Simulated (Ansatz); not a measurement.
How far do frozen cores hold at 0.4 of the volume?

Ansatz 0.2.0 under PBE, scalar-relativistic: all-electron LAPW against the default frozen-core PAW files and norm-conserving files, on the same cells and meshes. Each crystal is compressed to 0.4 of its own relaxed volume, with k spacings near 0.17 Å⁻¹ and smearing of 0.05 to 0.1 eV; crystals with Cr, Mn, Fe, Co, Ni, Eu or Gd start ferromagnetic, the others run without spin. The structure types needn't be the stable ones.

**Question.** For which of C (diamond), Ir (omega), Ga (simple hexagonal), Ni (bcc, no spin) does the PAW pressure depart most from LAPW, and by how much?

**Answer.** Ir (omega), by +0.72 %. All values:

```csv
crystal,V (Å³/atom),P LAPW (GPa),PAW − LAPW (%),"energy rise, PAW − LAPW (meV/atom)",norm-conserving − LAPW (%)
C (diamond),2.28,1946,-0.15,-6,0.11
Ir (omega),5.99,2467,0.72,143,0.26
Ga (simple hexagonal),7.75,413.3,-0.05,-6,0.78
"Ni (bcc, no spin)",4.37,1536,-0.65,-23,-0.02
```
